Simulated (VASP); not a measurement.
C:

```
C
1.0
     0.00000    1.78337    1.78337
     1.78337    0.00000    1.78337
     1.78337    1.78337    0.00000
C
2
Direct
  0.00000 0.00000 0.00000
  0.25000 0.25000 0.25000
```

This isn't the form of C at room conditions, which is graphite.

Base run:

- Program: VASP 6.6.1
- Functional: r2SCAN
- Potentials or basis: VASP PAW PBE potentials, release 64 (C)
- Cutoff: 520 eV
- k mesh: 11 × 11 × 11
- Occupations: fermi-dirac, width 0.02 eV
- Spin: no spin polarisation

Its results: band gap on the k mesh 4.32 eV, indirect (least direct gap 5.84 eV); pressure -1.3 GPa.

Q: The run is repeated on the same cell with these changes: functional from r2SCAN to PBE. What comes out?

A: Band gap on the k mesh 4.13 eV, indirect (least direct gap 5.59 eV); pressure 2.5 GPa.

r2SCAN gives the wider gap, since meta-GGAs in the generalised Kohn-Sham scheme recover part of the derivative discontinuity.

Caveats: an odd mesh through Γ misses points on the zone boundary, where band edges often lie; the PAW data sets were made with another functional, which shifts forces and pressure a little (some runs).
